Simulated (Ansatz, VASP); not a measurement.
Rh in VASP and in Ansatz

INCAR

```
ALGO     = Normal         # electronic algorithm
EDIFF    = 1E-7           # SCF threshold, eV
ENCUT    = 520            # plane-wave cutoff, eV
GGA      = CA             # functional
ISIF     = 2              # what is computed and relaxed
ISMEAR   = -1             # smearing method
LASPH    = T              # aspherical terms in the spheres
LCHARG   = F              # write CHGCAR
LREAL    = F              # projectors in reciprocal space
LWAVE    = F              # write WAVECAR
NBANDS   = 22             # bands
NELM     = 100            # most SCF steps
PREC     = Accurate       # precision mode
SIGMA    = 0.1            # smearing width, eV
```

File KPOINTS:

```
k-points
0
Gamma
  15 15 8
```

File POSCAR:

```
Rh
1.0
    2.6335999817      0.0000000000      0.0000000000
   -1.3167999908      2.2807644875      0.0000000000
    0.0000000000      0.0000000000      4.2489441583
Rh
2
Direct
    0.3333333333      0.6666666667      0.2500000000
    0.6666666667      0.3333333333      0.7500000000
```

Input for Ansatz:

```yaml
crystal:
  lattice:
    - [2.6335999817, 0.0, 0.0]
    - [-1.3167999908, 2.2807644875, 0.0]
    - [0.0, 0.0, 4.2489441583]
  atoms:
    - { symbol: Rh, position: [0.3333333333, 0.6666666667, 0.25] }
    - { symbol: Rh, position: [0.6666666667, 0.3333333333, 0.75] }
hamiltonian:
  xc: lda
  pseudopotentials:
    kind: paw
    azcp:
      Rh: "pseudopotentials/Rh.paw.azcp"
basis:
  ecutwfc: 420
  fft_grid_basis: typed
kpoints:
  mp_grid: { grid: [15, 15, 8], shift: [0, 0, 0] }
magnetization:
  spin_polarized: false
scf:
  occupations: { method: fermi_dirac, width: 0.1 }
  lower_state_search: "off"
output:
  stress: true
```

Alike in both runs: task single point; functional LDA; k mesh 15 × 15 × 8; occupations fermi-dirac, width 0.1 eV; no spin polarisation.

```csv
,VASP,Ansatz
version,VASP 6.6.1,Ansatz 0.2.0
potentials or method,"VASP PAW LDA potentials, release 64 (Rh_pv)","plane waves (420 eV) with PAW, scalar-relativistic"
plane-wave cutoff (eV),520,420
valence electrons in the cell,30,34
```

```csv
,VASP,Ansatz,Ansatz less VASP
pressure (GPa),15.1,14.0,-1.07
```

The two sets of potentials don't hold the same shells in valence. Ansatz warned: «pseudo_functional_mismatch».

Caveats: so large a pressure means that the cell lies far from this level's equilibrium, or that cutoff or potentials fall short (VASP).
